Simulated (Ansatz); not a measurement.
A vibration from a frozen displacement in CoSi

These are results of DFT PBEsol, scalar-relativistic, plane waves, PAW in Ansatz, not measurements. Settings: plane waves to 420 eV, k-mesh 10×10×10 (Γ-centred), Gaussian smearing 0.15 eV. No spin polarisation. A magnetic state may lie lower. Energies are free energies at this smearing, counted from the undisturbed cell; pressure is positive in compression.

Zero of the scan (relaxed at this level):

```xyz
8
Lattice="4.3858 0.0000 0.0000 0.0000 4.3858 0.0000 0.0000 0.0000 4.3858" Properties=species:S:1:pos:R:3 pbc="T T T"
Co    0.6388    0.6388    0.6388
Co    1.5541    3.7471    2.8317
Co    2.8317    1.5541    3.7471
Co    3.7471    2.8317    1.5541
Si    3.6987    3.6987    3.6987
Si    2.8800    0.6871    1.5058
Si    1.5058    2.8800    0.6871
Si    0.6871    1.5058    2.8800
```

Every Co atom is moved by x along the Cartesian unit vector (0.000, 0.000, 1.000); the cell and all other atoms stay fixed. The cell's volume is 84.36 Å³; the moved atoms weigh 235.733 u together and the others 112.340 u. Some rows repeat others by symmetry and weren't run.

```
  x (Å)  ΔE (meV/cell) total force on the moved atoms along the move (eV/Å) pressure (GPa)
-0.2000         710.32                                                7.3446          4.2164
-0.1750         539.52                                                6.3268          3.2136
-0.1500         393.64                                                5.3494          2.3501
-0.1250         271.76                                                4.4062          1.6236
-0.1000         173.09                                                3.4914          1.0310
-0.0750          97.00                                                2.5992          0.5728
-0.0500          43.00                                                1.7234          0.2464
-0.0250          10.73                                                0.8588          0.0510
 0.0000           0.00                                                0.0000         -0.0138
 0.0250          10.73                                               -0.8588          0.0510
 0.0500          43.00                                               -1.7234          0.2464
 0.0750          97.00                                               -2.5992          0.5728
 0.1000         173.09                                               -3.4914          1.0310
 0.1250         271.76                                               -4.4062          1.6236
 0.1500         393.64                                               -5.3494          2.3501
 0.1750         539.52                                               -6.3268          3.2136
 0.2000         710.32                                               -7.3446          4.2164
```

Question: What frequency belongs to this motion?

Answer: The force constant is k = −dF/dx = 34.352 eV/Å², from the parabola through x = -0.0250, 0 and 0.0250. In every cell the moved atoms swing against the rest, so the mass is μ = m₁m₂/(m₁ + m₂) = 76.082 u, and ν̃ = 521.5 cm⁻¹ × √(|k|/μ) = 350 cm⁻¹. The pattern needn't be a normal mode: ν̃² is then a weighted mean of the squared nonzero frequencies at the zone centre of this cell, so it lies between the lowest and the highest of them.

Question: How far does the harmonic law reach?

Answer: At x = -0.200 Å, kx²/2 = 687.04 meV against the computed 710.32 meV (+3.4 %): the well is still close to harmonic there.

Question: The pressure changes with x². What does that say about the frequency under compression?

Answer: With E = k(V)x²/2, k ∝ V^(−2γ) and x scaling with the cell as V^(1/3), P − P0 = −∂E/∂V = (2γ − 2/3) ΔE/V. At x = 0.0500 Å, V(P − P0) = 84.36 × 0.26028 / 160.2 eV = 137.05 meV and ΔE = 43.00 meV, so γ = 1/3 + V(P − P0)/(2ΔE) = 1.93. This is the Grüneisen parameter of the motion under uniform scaling of the cell: shrinking the cell evenly by 1 % in volume raises the frequency by about 1.93 %.

In a metal these slopes depend on the k mesh and the smearing.